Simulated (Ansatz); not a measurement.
The reference is BeO in the wurtzite structure (space group P6_3mc, No. 186; a = 2.7118 Å, c = 4.4046 Å). Axes: x lies along a and z along c of the hexagonal cell.

(Cell as relaxed with PBE.)

Levels (all Ansatz, an electronic-structure program, PAW): PBE (420 eV, no spin-orbit coupling); r2SCAN (500 eV, no spin-orbit coupling).

Each level relaxes its own structure.

```csv
base,PBE,r2SCAN
volume per atom,7.01 Å³,6.85 Å³
lattice parameter a,2.712 Å,2.690 Å
band gap,7.45 eV,8.55 eV
```

Now apply this change: the cell is stretched by 2.69 % along x with no lateral relaxation, atoms relaxed at fixed cell.

```json
[
 {"quantity": "valence-band top at Γ (three highest levels, from the VBM)", "PBE": "0.00, -0.04, -0.17 eV", "r2SCAN": "[?]"},
 {"quantity": "electron mass", "PBE": "0.59 mₑ along y, 0.54 mₑ across (at Γ)", "r2SCAN": "[?]"},
 {"quantity": "band gap", "PBE": "7.14 eV", "r2SCAN": "[?]"},
 {"quantity": "stress (xx, yy, zz, yz, xz, xy; compression positive)", "PBE": "(-10.61, -2.97, -2.18, 0.00, 0.00, 0.00) GPa", "r2SCAN": "[?]"},
 {"quantity": "shift of the gap caused by the change", "PBE": "-0.31 eV", "r2SCAN": "[?]"}
]
```

**Question.** What does r2SCAN give?

**Answer.** 
- valence-band top at Γ (three highest levels, from the VBM), r2SCAN: 0.00, -0.04, -0.18 eV
- electron mass, r2SCAN: 0.60 mₑ along y, 0.55 mₑ across (at Γ)
- band gap, r2SCAN: 8.21 eV
- stress (xx, yy, zz, yz, xz, xy; compression positive), r2SCAN: (-11.46, -3.20, -2.29, 0.00, 0.00, 0.00) GPa
- shift of the gap caused by the change, r2SCAN: -0.34 eV

PBE's band gap lies 1.07 eV below r2SCAN's; PBE's shift of the gap caused by the change lies 0.025 eV above r2SCAN's. Neither level is exact; r2SCAN is the comparison here, not a measurement.

The cells carry an imposed strain or load. Masses are band curvatures over ±0.01 Å⁻¹ around the edge. Stability against distortions was not tested.
